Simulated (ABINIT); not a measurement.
# TiC (Fm-3m) in ABINIT: notebook, part 2 of 2

ABINIT 10.8.3 (patched build). The steps go on from the part before.

## (3) Single point, LDA

run.abi reads:

```
pp_dirpath "./"
pseudos "Ti.upf, C.upf"

acell 5.7878323139 5.7878323139 5.7878323139
rprim
     0.0000000000     0.7071067812     0.7071067812
     0.7071067812     0.0000000000     0.7071067812
     0.7071067812     0.7071067812     0.0000000000
ntypat 2
znucl 22 6
natom 2
typat 1 2
xcart
     0.0000000000     0.0000000000     0.0000000000
     4.0926154775     4.0926154775     4.0926154775

ecut 38.0

kptopt 1
ngkpt 8 8 8
nshiftk 1
shiftk 0.0 0.0 0.0

ixc 7

nband 12
occopt 3
tsmear 0.05 eV

nstep 100
tolvrs 1.0e-10

iomode 3
prtwf 0
prteig 0
prtebands 0
enunit 2
prtden 1
prtvha 1
prtvclmb 1
prtpot 1
prtelf 1
```

Potentials or basis: PseudoDojo NC SR LDA v0.4 stringent.

The run is started by

```sh
> mpirun --bind-to none -np 4 abinit run.abi > log 2>&1
```

run.abo:

```text
.Version 10.8.3 of ABINIT
 Symmetries : space group Fm -3 m (#225); Bravais cF (face-center cubic)
================================================================================
 Values of the parameters that define the memory need of the present run
     intxc =       0    ionmov =       0      iscf =       7    lmnmax =       6
     lnmax =       6     mgfft =      36  mpssoang =       3    mqgrid =    3001
     natom =       2  nloc_mem =       1    nspden =       1   nspinor =       1
    nsppol =       1      nsym =      48    n1xccc =    2501    ntypat =       2
    occopt =       3   xclevel =       1
       mpw =        1543          nfft =       46656          nkpt =          29
================================================================================
================================================================================

--------------------------------------------------------------------------------
------------- Echo of variables that govern the present computation ------------
--------------------------------------------------------------------------------
 -outvars: echo values of preprocessed input variables --------
            acell      5.7878323139E+00  5.7878323139E+00  5.7878323139E+00 Bohr
              amu      4.78800000E+01  1.20110000E+01
             ecut      3.80000000E+01 Hartree
           enunit           2
              ixc           7
         kptrlatt        8    0    0      0    8    0      0    0    8
          kptrlen      4.63026585E+01
            natom           2
            nband          12
            ngfft          36      36      36
             nkpt          29
            nstep         100
             nsym          48
           ntypat           2
           occopt           3
        prtebands           0
           prteig           0
           prtelf           1
           prtpot           1
         prtvclmb           1
           prtvha           1
            prtwf           0
            rprim      0.0000000000E+00  7.0710678120E-01  7.0710678120E-01
                       7.0710678120E-01  0.0000000000E+00  7.0710678120E-01
                       7.0710678120E-01  7.0710678120E-01  0.0000000000E+00
          spgroup         225
           tolvrs      1.00000000E-10
           tsmear      1.83746611E-03 Hartree
            typat      1  2
           xangst      0.0000000000E+00  0.0000000000E+00  0.0000000000E+00
                       2.1657188423E+00  2.1657188423E+00  2.1657188423E+00
            xcart      0.0000000000E+00  0.0000000000E+00  0.0000000000E+00
                       4.0926154776E+00  4.0926154776E+00  4.0926154776E+00
             xred      0.0000000000E+00  0.0000000000E+00  0.0000000000E+00
                       5.0000000000E-01  5.0000000000E-01  5.0000000000E-01
            znucl       22.00000    6.00000

================================================================================

 chkinp: Checking input parameters for consistency.

================================================================================
== DATASET  1 ==================================================================

--- !DatasetInfo
iteration_state: {dtset: 1, }
dimensions: {natom: 2, nkpt: 29, mband: 12, nsppol: 1, nspinor: 1, nspden: 1, mpw: 1543, }
cutoff_energies: {ecut:  38.0, pawecutdg:  -1.0, }
electrons: {nelect:   1.60000000E+01, charge:   0.00000000E+00, occopt:   3.00000000E+00, tsmear:   1.83746611E-03, }
meta: {optdriver: 0, ionmov: 0, optcell: 0, iscf: 7, paral_kgb: 0, }
...

 Exchange-correlation functional for the present dataset will be:
  LDA: Perdew-Wang 92 LSD fit to Ceperley-Alder data - ixc=7
  J.P.Perdew and Y.Wang, PRB 45, 13244 (1992)

 Real(R)+Recip(G) space primitive vectors, cartesian coordinates (Bohr,Bohr^-1):
 R(1)=  0.0000000  4.0926155  4.0926155  G(1)= -0.1221713  0.1221713  0.1221713
[... 81 lines left out ...]
etotal    :  -6.54468727E+01
entropy   :   0.00000000E+00
fermie    :   3.88194476E-01
cartesian_stress_tensor: # hartree/bohr^3
- [  4.28707239E-04,   0.00000000E+00,   0.00000000E+00, ]
- [  0.00000000E+00,   4.28707239E-04,   0.00000000E+00, ]
- [  0.00000000E+00,   0.00000000E+00,   4.28707239E-04, ]
pressure_GPa:  -1.2613E+01
xred      :
- [  0.0000E+00,   0.0000E+00,   0.0000E+00, Ti]
- [  5.0000E-01,   5.0000E-01,   5.0000E-01,  C]
cartesian_forces: # hartree/bohr
- [ -0.00000000E+00,  -0.00000000E+00,  -0.00000000E+00, ]
- [ -0.00000000E+00,  -0.00000000E+00,  -0.00000000E+00, ]
force_length_stats: {min:   0.00000000E+00, max:   0.00000000E+00, mean:   0.00000000E+00, }
...

 Integrated electronic density in atomic spheres:
 ------------------------------------------------
 Atom  Sphere_radius  Integrated_density
    1        2.00000          9.55387180
    2        2.00000          3.87947883
================================================================================

 ----iterations are completed or convergence reached----

 Mean square residual over all n,k,spin=   33.287E-07; max=  67.684E-05
 reduced coordinates (array xred) for    2 atoms
       0.000000000000      0.000000000000      0.000000000000
       0.500000000000      0.500000000000      0.500000000000
 rms dE/dt=  0.0000E+00; max dE/dt=  0.0000E+00; dE/dt below (all hartree)
    1       0.000000000000      0.000000000000      0.000000000000
    2       0.000000000000      0.000000000000      0.000000000000

 cartesian coordinates (angstrom) at end:
    1      0.00000000000000     0.00000000000000     0.00000000000000
    2      2.16571884226937     2.16571884226937     2.16571884226937

 cartesian forces (hartree/bohr) at end:
    1     -0.00000000000000    -0.00000000000000    -0.00000000000000
    2     -0.00000000000000    -0.00000000000000    -0.00000000000000
 frms,max,avg= 0.0000000E+00 0.0000000E+00   0.000E+00  0.000E+00  0.000E+00 h/b

 cartesian forces (eV/Angstrom) at end:
    1     -0.00000000000000    -0.00000000000000    -0.00000000000000
    2     -0.00000000000000    -0.00000000000000    -0.00000000000000
 frms,max,avg= 0.0000000E+00 0.0000000E+00   0.000E+00  0.000E+00  0.000E+00 e/A
 length scales=  5.787832313900  5.787832313900  5.787832313900 bohr
              =  3.062788958966  3.062788958966  3.062788958966 angstroms
 Fermi (or HOMO) energy (hartree) =   0.38819   Average Vxc (hartree)=  -0.48216
 Eigenvalues (hartree) for nkpt=  29  k points:
 kpt#   1, nband= 12, wtk=  0.00195, kpt=  0.0000  0.0000  0.0000 (reduced coord)
  -1.66684   -0.79752   -0.79752   -0.79752   -0.05949    0.41374    0.41374    0.41374
   0.45220    0.45220    0.45409    0.45409
      occupation numbers for kpt#   1
   2.00000    2.00000    2.00000    2.00000    2.00000    0.00000    0.00000    0.00000
   0.00000    0.00000    0.00000    0.00000
 prteigrs : prtvol=0 or 1, do not print more k-points.

 Fermi (or HOMO) energy (eV) =  10.56331   Average Vxc (eV)= -13.12026
 Eigenvalues (   eV  ) for nkpt=  29  k points:
 kpt#   1, nband= 12, wtk=  0.00195, kpt=  0.0000  0.0000  0.0000 (reduced coord)
 -45.35690  -21.70172  -21.70172  -21.70172   -1.61885   11.25844   11.25844   11.25844
  12.30503   12.30503   12.35630   12.35634
 prteigrs : prtvol=0 or 1, do not print more k-points.

--- !EnergyTerms
iteration_state     : {dtset: 1, }
comment             : Components of total free energy in Hartree
kinetic             :  2.72927754085574E+01
hartree             :  1.14015874671285E+01
xc                  : -1.07782240311872E+01
Ewald energy        : -5.12015050882344E+01
psp_core            :  2.24010116366097E+00
local_psp           : -4.46360413666718E+01
non_local_psp       :  2.34535139567142E-01
internal            : -6.54467713071794E+01
'-kT*entropy'       : -1.01362186786117E-04
total_energy        : -6.54468726693661E+01
total_energy_eV     : -1.78090013079766E+03
band_energy         : -6.35891274856789E+00
...

 Cartesian components of stress tensor (hartree/bohr^3)
  sigma(1 1)=  4.28707239E-04  sigma(3 2)=  0.00000000E+00
  sigma(2 2)=  4.28707239E-04  sigma(3 1)=  0.00000000E+00
  sigma(3 3)=  4.28707239E-04  sigma(2 1)=  0.00000000E+00

-Cartesian components of stress tensor (GPa)         [Pressure= -1.2613E+01 GPa]
- sigma(1 1)=  1.26130024E+01  sigma(3 2)=  0.00000000E+00
- sigma(2 2)=  1.26130024E+01  sigma(3 1)=  0.00000000E+00
- sigma(3 3)=  1.26130024E+01  sigma(2 1)=  0.00000000E+00

== END DATASET(S) ==============================================================
================================================================================

 -outvars: echo values of variables after computation  --------
            acell      5.7878323139E+00  5.7878323139E+00  5.7878323139E+00 Bohr
           etotal     -6.5446872669E+01
            fcart     -0.0000000000E+00 -0.0000000000E+00 -0.0000000000E+00
                      -0.0000000000E+00 -0.0000000000E+00 -0.0000000000E+00
            rprim      0.0000000000E+00  7.0710678120E-01  7.0710678120E-01
                       7.0710678120E-01  0.0000000000E+00  7.0710678120E-01
                       7.0710678120E-01  7.0710678120E-01  0.0000000000E+00
           strten      4.2870723898E-04  4.2870723898E-04  4.2870723898E-04
                       0.0000000000E+00  0.0000000000E+00  0.0000000000E+00
           xangst      0.0000000000E+00  0.0000000000E+00  0.0000000000E+00
                       2.1657188423E+00  2.1657188423E+00  2.1657188423E+00
             xred      0.0000000000E+00  0.0000000000E+00  0.0000000000E+00
                       5.0000000000E-01  5.0000000000E-01  5.0000000000E-01
 Calculation completed.
```

It took 6.6 s on 4 MPI ranks of Intel Xeon 6975P-C (Granite Rapids), shared host; peak memory 0.24 GiB.

What came out:

* Free energy: -1780.9001 eV
* Pressure: -12.6 GPa
* Band gap on the k mesh: none (metal or under the smearing width)
* Valence electrons inside the program's atomic spheres: Ti 9.55; C 3.88

Levels at points of the mesh, in eV from the Fermi level:
```
           k point  band 5  band 6  band 7  band 8  band 9  band 10  band 11  band 12
(0.00, 0.00, 0.00)  -12.18    0.70    0.70    0.70    1.74     1.74     1.79     1.79
(0.50, 0.00, 0.00)   -8.63   -5.79   -2.85   -2.85    2.94     2.94     4.13     8.33
(0.50, 0.50, 0.00)   -9.89   -3.33   -1.62    0.04    0.04     2.80     3.55     3.55
```

## (4) Single point, LDA

run.abi reads:

```
# Pseudopotentials
pp_dirpath "./"
pseudos "Ti.LDA_PW-JTH.xml, C.LDA_PW-JTH.xml"

# Structure
acell 3.062788961 3.062788961 3.062788961 Angstrom
rprim
     0.0000000000     0.7071067812     0.7071067812
     0.7071067812     0.0000000000     0.7071067812
     0.7071067812     0.7071067812     0.0000000000
ntypat 2
znucl 22 6
natom 2
typat 1 2
xred
     0.0000000000     0.0000000000     0.0000000000
     0.5000000000     0.5000000000     0.5000000000

# Plane-wave basis
ecut 14.0
pawecutdg 28.0

# k points
kptopt 1
ngkpt 8 8 8
nshiftk 1
shiftk 0.0 0.0 0.0

# Exchange and correlation
ixc 7

# Bands and occupations
nband 12
occopt 3
tsmear 0.00183747

# SCF cycle
nstep 100
tolvrs 1.0e-9

# Output
iomode 3
prtwf 0
prteig 0
prtebands 0
prtden 1
prtvha 1
prtvclmb 1
prtpot 1
```

Potentials or basis: JTH PAW LDA v2.0.

The run is started by

```sh
> abinit run.abi > log 2>&1
```

run.abo:

```text
.Version 10.8.3 of ABINIT
 Symmetries : space group Fm -3 m (#225); Bravais cF (face-center cubic)
================================================================================
 Values of the parameters that define the memory need of the present run
     intxc =       0    ionmov =       0      iscf =      17    lmnmax =      18
     lnmax =       6     mgfft =      20  mpssoang =       3    mqgrid =    3001
     natom =       2  nloc_mem =       2    nspden =       1   nspinor =       1
    nsppol =       1      nsym =      48    n1xccc =       1    ntypat =       2
    occopt =       3   xclevel =       1
       mpw =         360          nfft =        8000          nkpt =          29
 PAW method is used; the additional fine FFT grid is defined by:
   mgfftf=        30    nfftf =     27000
================================================================================
================================================================================

--------------------------------------------------------------------------------
[... 243 lines left out ...]
- sigma(2 2)=  1.32512432E+01  sigma(3 1)=  0.00000000E+00
- sigma(3 3)=  1.32512432E+01  sigma(2 1)=  0.00000000E+00

== END DATASET(S) ==============================================================
================================================================================

 -outvars: echo values of variables after computation  --------
            acell      5.7878323177E+00  5.7878323177E+00  5.7878323177E+00 Bohr
           etotal     -6.4556932725E+01
            fcart     -0.0000000000E+00 -0.0000000000E+00 -0.0000000000E+00
                      -0.0000000000E+00 -0.0000000000E+00 -0.0000000000E+00
            rprim      0.0000000000E+00  7.0710678120E-01  7.0710678120E-01
                       7.0710678120E-01  0.0000000000E+00  7.0710678120E-01
                       7.0710678120E-01  7.0710678120E-01  0.0000000000E+00
           strten      4.5040060342E-04  4.5040060342E-04  4.5040060342E-04
                       0.0000000000E+00  0.0000000000E+00  0.0000000000E+00
           xangst      0.0000000000E+00  0.0000000000E+00  0.0000000000E+00
                       2.1657188437E+00  2.1657188437E+00  2.1657188437E+00
             xred      0.0000000000E+00  0.0000000000E+00  0.0000000000E+00
                       5.0000000000E-01  5.0000000000E-01  5.0000000000E-01
 Calculation completed.
```

It took 6.3 s on 1 thread of Intel Xeon Platinum 8259CL at 2.50GHz (Skylake/Cascade Lake), shared host; peak memory 0.07 GiB.

Results:

- Free energy: -1756.6836 eV
- Band gap on the k mesh: none (metal or under the smearing width)
- Valence electrons inside the program's atomic spheres: Ti 10.38; C 2.45

Levels at points of the mesh, in eV from the Fermi level:
```tsv
k point	band 6	band 7	band 8	band 9	band 10	band 11
(0.00, 0.00, 0.00)	0.68	0.68	0.68	1.74	1.74	1.77
(0.50, 0.00, 0.00)	-5.79	-2.85	-2.85	2.93	2.93	4.12
(0.50, 0.50, 0.00)	-3.31	-1.63	0.05	0.05	2.78	3.54
```

Caveat: the cutoff is too short for stress, so the log's stress isn't used.

## (5) Single point, LDA

run.abi reads:

```
pp_dirpath "./"
pseudos "Ti.upf, C.upf"

acell 3.062788961 3.062788961 3.062788961 Angstrom
rprim
     0.0000000000     0.7071067812     0.7071067812
     0.7071067812     0.0000000000     0.7071067812
     0.7071067812     0.7071067812     0.0000000000
ntypat 2
znucl 22 6
natom 2
typat 1 2
xred
     0.0000000000     0.0000000000     0.0000000000
     0.5000000000     0.5000000000     0.5000000000

ecut 952.398519 eV

kptopt 1
ngkpt 8 8 8
nshiftk 1
shiftk 0.0 0.0 0.0

ixc 7

nband 12
occopt 3
tsmear 0.05 eV

nstep 100
tolvrs 1.0e-10

iomode 3
prtwf 0
prtden 0
prteig 0
prtebands 0
enunit 1
```

Potentials or basis: PseudoDojo NC SR LDA v0.4.1 standard.

The run is started by

```sh
> abinit run.abi > log 2>&1
```

Run time: 21 s. Hardware: 1 thread of Intel Xeon Platinum 8259CL at 2.50GHz (Skylake/Cascade Lake), shared host; peak memory 0.06 GiB.

It converged, with:

* Free energy: -1780.8897 eV
* Band gap on the k mesh: none (metal or under the smearing width)
* Valence electrons inside the program's atomic spheres: Ti 9.55; C 3.88

Levels at points of the mesh, in eV from the Fermi level:
```
           k point  band 6  band 7  band 8  band 9  band 10  band 11
(0.00, 0.00, 0.00)    0.69    0.69    0.69    1.74     1.74     1.79
(0.50, 0.00, 0.00)   -5.79   -2.85   -2.85    2.94     2.94     4.13
(0.50, 0.50, 0.00)   -3.33   -1.62    0.04    0.04     2.80     3.55
```

Caveat: the cutoff is too short for stress, so the log's stress isn't used.

## (6) Relaxation of cell and atoms, LDA

run.abi reads:

```
# Pseudopotentials
pp_dirpath "./"
pseudos "Ti.upf, C.upf"

# Structure
acell 3.062788961 3.062788961 3.062788961 Angstrom
rprim
     0.0000000000     0.7071067812     0.7071067812
     0.7071067812     0.0000000000     0.7071067812
     0.7071067812     0.7071067812     0.0000000000
ntypat 2
znucl 22 6
natom 2
typat 1 2
chkprim 0
chksymtnons 0
tolsym 1.0e-6
xred
            0.0            0.0            0.0
            1/2            1/2            1/2

# Plane-wave basis
ecut 42.0
ecutsm 0.5

# k points
kptopt 1
ngkpt 8 8 8
nshiftk 1
shiftk 0.0 0.0 0.0

# Exchange and correlation
ixc 7

# Bands and occupations
nband 12
occopt 3
tsmear 0.05 eV

# SCF cycle
nstep 80
tolvrs 1.0e-12

# Output
iomode 3
prteig 0
prtebands 0
prtwf 0
prtden 0

# Relaxation
ionmov 2
optcell 2
ntime 50
tolmxf 2.0e-5
dilatmx 1.08
```

Potentials or basis: PseudoDojo NC SR LDA v0.4.1 standard.

The run is started by

```sh
> abinit run.abi > log 2>&1
```

It took 70 s on 1 thread of Intel Xeon 6975P-C (Granite Rapids), shared host; peak memory 0.08 GiB.

The run converged. Its results:

```yaml
Free_energy: -1780.9408 eV
Relaxed_volume: 9.68 Å³/atom
Relaxed_cell: a = 3.014 Å, b = 3.014 Å, c = 3.014 Å, α = 60.00°, β = 60.00°, γ = 60.00°
Space_group_after_relaxing_to_0.05_Å: Fm-3m (No. 225)
Energy_gained_by_relaxing: 18.9 meV/atom
Ionic_steps: 4
Pressure_after_relaxing: 0.0 GPa
Band_gap_on_the_k_mesh: none (metal or under the smearing width)
```

The path:
| step | energy change (eV) | largest force (eV/Å) | pressure (GPa) | volume (Å³) |
| --- | --- | --- | --- | --- |
| 1 | 0.0000 | 0.0000 | -12.25 | 20.32 |
| 2 | -0.0360 | 0.0000 | -2.79 | 19.56 |
| 3 | -0.0377 | 0.0000 | 0.16 | 19.36 |
| 4 | -0.0377 | 0.0000 | 0.00 | 19.37 |

Final structure:
```cif
data_structure
_symmetry_space_group_name_H-M 'P 1'
_symmetry_Int_Tables_number 1
_cell_length_a 3.0144
_cell_length_b 3.0144
_cell_length_c 3.0144
_cell_angle_alpha 60.000
_cell_angle_beta 60.000
_cell_angle_gamma 60.000
_cell_volume 19.37
loop_
_atom_site_label
_atom_site_type_symbol
_atom_site_fract_x
_atom_site_fract_y
_atom_site_fract_z
_atom_site_occupancy
Ti1 Ti 0.00000 0.00000 0.00000 1
C1 C 0.50000 0.50000 0.50000 1
```

## (7) Summary

| task | potentials or basis | cell | cutoff (eV) | fine-grid cutoff | cell freedom (optcell) | optimiser (ionmov) | cutoff smearing ecutsm (Ha) | force stop (Ha/bohr) | gap on the mesh (eV) | pressure (GPa) |
| --- | --- | --- | --- | --- | --- | --- | --- | --- | --- | --- |
| single point | PseudoDojo NC SR LDA v0.4.1 standard | cell relaxed | 1143 | - | - | - | - | - | none | -0.1 |
| single point | PseudoDojo NC SR LDA v0.4 stringent | as given | 1034 | - | - | - | - | - | none | -12.6 |
| single point | JTH PAW LDA v2.0 | as given | 381 | 761.919 eV | - | - | - | - | none | - |
| single point | PseudoDojo NC SR LDA v0.4.1 standard | as given | 952 | - | - | - | - | - | none | - |
| relaxation of cell and atoms | PseudoDojo NC SR LDA v0.4.1 standard | relaxed | 1143 | - | 2 | 2 | 0.5 | 2e-05 | none | 0.0 |

Alike in all rows: level LDA; no spin polarisation; k mesh 8 × 8 × 8; smearing fermi-dirac 0.05 eV.

Total energies depend on the potentials used, so only differences within one code and one set of settings carry meaning.
